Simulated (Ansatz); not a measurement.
Runs of Ansatz 0.2.0 on MnO2. Symmetry: P4_2/mnm, No. 136, tetragonal system. Conventional cell: a = 4.400 Å, b = 4.400 Å, c = 2.867 Å, α = 90.00°, β = 90.00°, γ = 90.00°. Around Mn (site symmetry mmm) lie 6 O at 1.88 to 1.90 Å. O (site symmetry m2m) has 3 Mn at 1.88 to 1.90 Å as nearest neighbours. The cell is a database's computed one.

```csv
task,level,potentials or basis,U,cell,k mesh,hubbard projectors,double counting,points for each segment of the path,gap on the mesh (eV),pressure (GPa),moment (μB),V0 of scaled cells (Å³/atom),relaxed volume (Å³/atom),B0 (GPa),largest force (eV/Å)
equation of state,PBEsol,Ansatz PAW,-,as given,6 × 6 × 9,-,-,-,-,-,-,(b),-,257,-
equation of state,PBE,Ansatz PAW,-,as given,6 × 6 × 9,-,-,-,-,-,-,9.48,-,236,-
equation of state,PBE,Ansatz PAW soft_1,-,as given,6 × 6 × 9,-,-,-,-,-,-,9.49,-,236,-
relaxation of cell and atoms,PBEsol+U,Ansatz PAW,Mn d U = 5 eV,relaxed,6 × 6 × 9,ortho-atomic (the default),fll (the default),-,none,0.0,6.04,-,9.53,-,-
band structure,HSE06,Ansatz PAW,-,as given,4 × 4 × 6,-,-,4,0.91,-,6.00,-,-,-,(a)
relaxation of cell and atoms,PBEsol+U,Ansatz PAW,Mn d U = 8 eV,relaxed,6 × 6 × 9,ortho-atomic (the default),fll (the default),-,none,0.0,6.00,-,10.54,-,-
single point,PBE0,Ansatz PAW,-,as given,4 × 4 × 6,-,-,-,1.64,-,6.00,-,-,-,0.18
relaxation of cell and atoms,PBEsol+U,Ansatz PAW,Mn d U = 6 eV,relaxed,6 × 6 × 9,ortho-atomic (the default),fll (the default),-,none,0.0,6.01,-,9.80,-,-
```

Alike in all rows: spin collinear, ferromagnetic start; cutoff (eV) 420; smearing fermi-dirac 0.05 eV.

Question: Fill in the values left out.

Answer: (a) 0.17; (b) 9.14.

Caveats: the PAW data sets come from PBE, with cores solved anew for the run's functional, which leaves a small shift of forces and pressure (some runs); the magnetic or orbital state may not be the lowest (some runs); only a ferromagnetic start was run, and an antiferromagnetic order may lie lower in energy (some runs); the cell was scaled at fixed shape and fractional positions, which overstates the stiffness of a crystal with free parameters, most of all of layers and chains (some runs); the plane-wave basis is chosen anew once the cell has moved, so the energies of steps on either side of that aren't comparable (some runs).

A k mesh can miss the band edges.

A gap of «none» marks a metal or a gap under the smearing width.

Not every run made on this cell is shown here.
